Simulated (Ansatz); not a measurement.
**Band edges of KNbO3 (P4mm)**

```yaml
crystal:
  lattice:
    - [3.96959, 0.00000, 0.00000]
    - [0.00000, 3.96959, 0.00000]
    - [0.00000, 0.00000, 4.06630]
  atoms:
    - { symbol: K, position: [0.00000, 0.00000, 0.01599] }
    - { symbol: Nb, position: [0.50000, 0.50000, 0.50114] }
    - { symbol: O, position: [0.50000, 0.50000, 0.04375] }
    - { symbol: O, position: [0.50000, 0.00000, 0.54056] }
    - { symbol: O, position: [0.00000, 0.50000, 0.54056] }
```

Computed, not measured; unless marked otherwise by PBEsol, all-electron LAPW in Ansatz 0.2.0, scalar-relativistic. k mesh 6×6×6, fixed occupations, basis error target 1 meV/atom. The cell was relaxed by PAW under this functional.

Extrema are searched on a 8×8×8 mesh and refined by Newton steps; masses come from band slopes 0.005 Å⁻¹ away, 1/m* = (1/ħ²) d²E/dk², negative for holes (the finite step makes the lightest masses up to about 3 % heavy). k is in units of the reciprocal vectors.

Q: Where are the band edges, and is the gap direct?

A: The valence maximum lies at A (-0.500, -0.500, -0.500) and the conduction minimum at Gamma (0.000, 0.000, 0.000), so the Kohn-Sham gap of 1.560 eV is indirect; the least direct gap on the mesh is 2.427 eV.

Q: What are the electron masses at the edge?

A: The principal masses are 0.265, 0.265, 8.73 mₑ. One valley has a density-of-states mass (m₁m₂m₃)^(1/3) = 0.849; the direction-averaged conductivity mass 3/Σ(1/mᵢ) is 0.391 mₑ.

Q: What are the hole masses at the edge?

A: The principal masses are 0.995, 0.995, 27.2 mₑ. One valley has a density-of-states mass (m₁m₂m₃)^(1/3) = 3; the direction-averaged conductivity mass 3/Σ(1/mᵢ) is 1.47 mₑ.

Q: Along the Cartesian direction x+z the conduction slope is 0.07414 eV·Å one step out. What is it four steps out, and what does that say?

A: 0.296 eV·Å, 3.992 times the first; a parabola would give 4, so the band is nearly parabolic here.

Q: What electronic dielectric constant and refractive index follow from the same bands (independent particles)?

A: ε∞ = (6.25, 6.25, 5.59), so n ≈ √ε∞ = 2.46 (mean over directions) well under the gap and the normal reflectivity is ((n − 1)/(n + 1))² = 0.177. Local fields, left out here, lower ε∞ by several per cent.

Q: What gap does PAW give in the same cell?

A: 1.566 eV, 6 meV from the LAPW value.

Keep in mind: no spin-orbit coupling on heavy atoms; semilocal gaps are low, and what follows the gap (onsets, screening, light masses) shifts with it; the frozen-core PAW files of the compared runs were fitted under PBE, their cores solved anew for this functional.
